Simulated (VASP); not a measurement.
A run of VASP 6.6.1 is set up as follows.

INCAR

```
SYSTEM = H4CO3
PREC = Accurate
ENCUT = 520
EDIFF = 1E-6
ISMEAR = -1
SIGMA = 0.05
LREAL = Auto
LASPH = .True.
NELM = 100
ALGO = Normal
ISIF = 2
LWAVE = .False.
LCHARG = .True.
GGA = PS
LELF = .True.
LVHAR = .True.
NBANDS = 91
```

KPOINTS

```
Automatic mesh
0
Gamma
  1 1 1
  0 0 0
```

Contents of POSCAR:

```
H4CO3
1.0
    8.4553600000      0.0000000000      0.0000000000
    0.0000000000      8.4553600000      0.0000000000
    0.0000000000      0.0000000000      8.4553600000
O C H
15 5 20
Direct
    0.0015847936      0.7152149642      0.1497156833
    0.1545173712      0.5818557696     -0.0363911176
    0.9568486735      0.9074835371      0.4460839042
    0.7888369035      0.7554497975      0.5945577716
    0.1526723877      0.0882635393      0.9181040192
   -0.0355987208      0.2618930477      0.9991413730
    0.2185122810      0.1387049162      0.5269556825
    0.4493362790      0.0589803391      0.6422789804
    0.6200563903      0.6242076032      0.9234970480
    0.8017990955      0.8186759641      0.9492913371
    0.7811731257      0.4750004731      0.1194863377
    0.5659960073      0.6134333724      0.3839458048
    0.2461278999      0.3337764448      0.7750231806
    0.2596222988      0.5844931499      0.4267707111
    0.9916195171      0.4771411270      0.5426735231
    0.1329689097      0.6397125610      0.0950994399
    0.8671540892      0.8777863982      0.5673087840
    0.0208861598      0.1282145290      0.9913475003
    0.3417713734      0.0366394808      0.5524306475
    0.6849028309      0.7588204405      0.8828009689
   -0.0802922643      0.7429370246      0.0646453847
    0.2232666616      0.6367913371      0.2033266472
    0.9724837263      0.8277589600      0.3629295500
    0.8563443780      0.9818742194      0.6540348371
    0.1963961322      0.1871120804      0.8673078379
   -0.0364975589      0.0250728532      1.0354142225
    0.2204045718      0.2413498656      0.5914473186
    0.3128666313     -0.0662183514      0.4736876963
    0.6942578435      0.5646240964      1.0014712561
    0.6096724445      0.8232529425      0.7946556977
    0.8732330735      0.5392555728      0.1425013246
    0.8325724747      0.3660636567      0.0958090489
    0.6445024221      0.6791076903      0.4440260379
    0.6316111910      0.5584268440      0.3113882792
    0.3604222647      0.3366148810      0.7660111456
    0.2146685653      0.4241688113      0.8497450138
    0.3726038868      0.5752327518      0.4498803126
    0.1977207357      0.5279609620      0.5053244333
    0.9256495288      0.5728910419      0.5620221966
    0.9161644211      0.4047136964      0.4983820914
```

Potentials or basis: VASP PAW PBE potentials, release 64 (O, C, H).

Command:

```bash
$ cat potpaw_PBE.64/O/POTCAR potpaw_PBE.64/C/POTCAR potpaw_PBE.64/H/POTCAR > POTCAR
$ mpirun -np 1 vasp_gam > vasp.out
```

Q: What does it give for the band gap on the k mesh?

A: 4.04 eV, direct.

Q: What does it give for the largest force?

A: 2.897 eV/Å.

Q: What does it give for the pressure?

A: -0.3 GPa.

Stress tensor (GPa, compression positive):
```
 0.21  1.26  0.01
 1.26 -0.41 -1.05
 0.01 -1.05 -0.74
```

Caveat: the standard files for N, O and F lose accuracy on very short bonds; the PAW data sets were made with another functional, which shifts forces and pressure a little. As with any semilocal functional, this PBEsol gap is likely too small.
